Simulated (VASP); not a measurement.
Set up this calculation in VASP 6.6.1, as the native input.

| Property | Result |
| --- | --- |
| Task | single point |
| Functional | r2SCAN |
| Potentials or basis | VASP PAW PBE potentials, release 64 (Co) |
| Cutoff | 520 eV |
| k mesh | 6 × 6 × 6 |
| Occupations | gaussian, width 0.1 eV |
| Spin | collinear spin, typed start |
| Starting moments | [3.0, 3.0, 3.0, 3.0] μB |
| Dipole correction | no |
| Further INCAR settings | ALGO = Normal; EDIFF = 1e-06; NBANDS = 30 |

Co:

```
CELL_PARAMETERS angstrom
1.39264 -4.41775 0.00000
1.39264 4.41775 0.00000
0.00000 0.00000 3.68566
ATOMIC_POSITIONS crystal
Co 0.09800 0.90200 0.91000
Co 0.59800 0.40200 0.59000
Co 0.90200 0.09800 0.09000
Co 0.40200 0.59800 0.41000
```

The cell was built by a generator and needn't be a form met in nature.

The input as run:

POSCAR

```
Co
1.0
    1.3926417893     -4.4177458573      0.0000000000
    1.3926417893      4.4177458573      0.0000000000
    0.0000000000      0.0000000000      3.6856622581
Co
4
Direct
    0.0980000000      0.9020000000      0.9100000000
    0.5980000000      0.4020000000      0.5900000000
    0.9020000000      0.0980000000      0.0900000000
    0.4020000000      0.5980000000      0.4100000000
```

INCAR.step1

```
SYSTEM = Co
  PREC = Accurate
  ENCUT = 520
  ISMEAR = 0
  SIGMA = 0.1
  LREAL = .FALSE.
  LASPH = .TRUE.
  NELM = 150
  ISPIN = 2
  MAGMOM = 3 3 3 3
  LMAXMIX = 4
  NBANDS = 30
  GGA = PE
  ALGO = Normal
  EDIFF = 1E-4
  LWAVE = .TRUE.
  LCHARG = .FALSE.
```

INCAR.step2

```
SYSTEM = Co
  PREC = Accurate
  ENCUT = 520
  EDIFF = 1E-6
  ISMEAR = 0
  SIGMA = 0.1
  LREAL = .FALSE.
  LASPH = .TRUE.
  NELM = 150
  ALGO = Normal
  ISIF = 2
  LWAVE = .FALSE.
  LCHARG = .FALSE.
  ISPIN = 2
  MAGMOM = 3 3 3 3
  LORBIT = 11
  LMAXMIX = 4
  METAGGA = R2SCAN
  LMIXTAU = .TRUE.
  NBANDS = 30
  ISTART = 1
```

KPOINTS

```
regular mesh
0
G
  6 6 6
  0 0 0
```

Potentials or basis: VASP PAW PBE potentials, release 64 (Co).

Command:

```bash
$ cat potpaw_PBE.64/Co/POTCAR > POTCAR
$ cp INCAR.step1 INCAR
$ mpirun -np 1 vasp_std > vasp.out
$ cp INCAR.step2 INCAR
$ mpirun -np 1 vasp_std > vasp.out
```

It gave:

| Quantity | Value |
| --- | --- |
| Pressure | 90.9 GPa |
| Largest force | 11.279 eV/Å |
| Band gap on the k mesh | none (metal or under the smearing width) |
| Net moment | 6.62 μB per cell |
| Site moments | Co +1.60 μB |
| Valence electrons inside the program's atomic spheres | Co 8.98 |

Caveat: the k mesh is coarse (spacing up to 0.39 Å⁻¹), so the values aren't converged; a pressure of tens of GPa on the cell as given is suspect, and the run, the potentials or the cell itself is likely at fault; the PAW data sets were made with another functional, which shifts forces and pressure a little.

Wall time 11 min on 1 thread of AMD EPYC 9R45 (Zen 5), on a shared host, peak memory 0.25 GiB.
